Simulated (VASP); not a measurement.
Write an ASE script for VASP 6.6.1 that does the following.

```yaml
Task: single point
Functional: PBEsol
Potentials_or_basis: VASP PAW PBE potentials, release 64 (Zn, S)
Cutoff: 520 eV
k_mesh: 9 × 9 × 9
Occupations: gaussian, width 0.1 eV
Spin: no spin polarisation
Further_INCAR_settings: ALGO = Normal; EDIFF = 1.00e-06; NBANDS = 16
```

Crystal: ZnS.

```
Zn S
1.0
     0.00000    2.70200    2.70200
     2.70200    0.00000    2.70200
     2.70200    2.70200    0.00000
Zn S
1 1
Cartesian
  1.3510 1.3510 1.3510
  0.0000 0.0000 0.0000
```

These files were run (other wordings do the same):

run.py

```python
from ase.calculators.vasp import Vasp
from ase.dft.bandgap import bandgap
from ase.spacegroup import crystal

atoms = crystal(
    ['Zn', 'S'],
    basis=[[0.25, 0.25, 0.25], [0.0, 0.0, 0.0]],
    spacegroup=216,
    setting=1,
    cellpar=[5.404, 5.404, 5.404, 90.0, 90.0, 90.0],
    primitive_cell=True,
)
calc = Vasp(
    directory='calc',
    xc='pbesol',
    pp='PBE',
    setups='materialsproject',
    prec='Accurate',
    encut=520,
    ediff=1e-06,
    ismear=0,
    sigma=0.1,
    lreal=False,
    lasph=True,
    nelm=80,
    algo='Normal',
    isif=2,
    lwave=False,
    lcharg=True,
    lelf=True,
    lvhar=True,
    kpts=[9, 9, 9],
    gamma=True,
    nbands=16,
)
atoms.calc = calc

print('energy (eV):', atoms.get_potential_energy())
print('free energy (eV):', atoms.get_potential_energy(force_consistent=True))
print('forces (eV/A):')
print(atoms.get_forces())
print('stress (eV/A^3, Voigt):', atoms.get_stress())
print('Fermi level (eV):', calc.get_fermi_level())
gap, top, bottom = bandgap(calc)
print('band gap (eV):', gap, 'from (spin, k, band)', top, 'to', bottom)
```

Potentials or basis: VASP PAW PBE potentials, release 64 (Zn, S).

The run is started by

```bash
$ python run.py
```

Results of the run:

```json
{
  "Pressure": "-1.8 GPa",
  "Band gap on the k mesh": "1.98 eV, direct"
}
```

Caveat: the PAW data sets were made with another functional, which shifts forces and pressure a little.

Wall time 16 s on 1 thread of Intel(R) Xeon(R) Platinum 8488C (Sapphire Rapids), with other jobs on the host, peak memory 0.16 GiB.
